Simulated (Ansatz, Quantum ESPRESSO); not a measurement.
# 2H-MoS2, 1 layer against a metal electrode: the electrode's level over the Fermi level at a withheld member of a series

**Set-up.** Quantum ESPRESSO 7.5, PBE, GBRV ultrasoft. The slab is relaxed neutral under PBE-D3(BJ), then held. ESM with bc3: vacuum below and a metal electrode about 6 Å above the top atoms. Fermi-Dirac smearing of 0.004 Ry and a dense mesh. Charges are set per cell from the starting area. The series steps the charge of the slab (positive: electrons removed).

| charge of the slab | electrode's level over the Fermi level (eV) |
| --- | --- |
| 1 ×10¹³ e/cm² | 6.773 |
| 2 ×10¹³ e/cm² | 7.743 |
| 3 ×10¹³ e/cm² | 8.698 |
| 4.5 ×10¹³ e/cm² | 10.126 |
| 6 ×10¹³ e/cm² | 11.552 |
| 7 ×10¹³ e/cm² | 12.501 |

One more run was made and is withheld. What is the electrode's level over the Fermi level at 8 ×10¹³ e/cm²?

**Fit.** The rows at 6 ×10¹³ e/cm² and 7 ×10¹³ e/cm² give a slope of (12.501 − (11.552))/(7 − (6)) = 0.949, so a straight line gives 13.450 eV. A parabola through these and the row at 4.5 ×10¹³ e/cm² gives 13.449 eV.

**The withheld run.** 13.452 eV. The line misses by −0.002 and the parabola by −0.003 eV. Both misses are under 5 % of the step from the nearer row.

Caveats: Vacuum fills the gap; ions don't answer the charge; added electrons can spill towards the electrode at the most negative charges. Charges count on the starting cell, which the relaxation changed by some per cent. Members without a usable value, or on the other side of zero field or charge, are not listed.
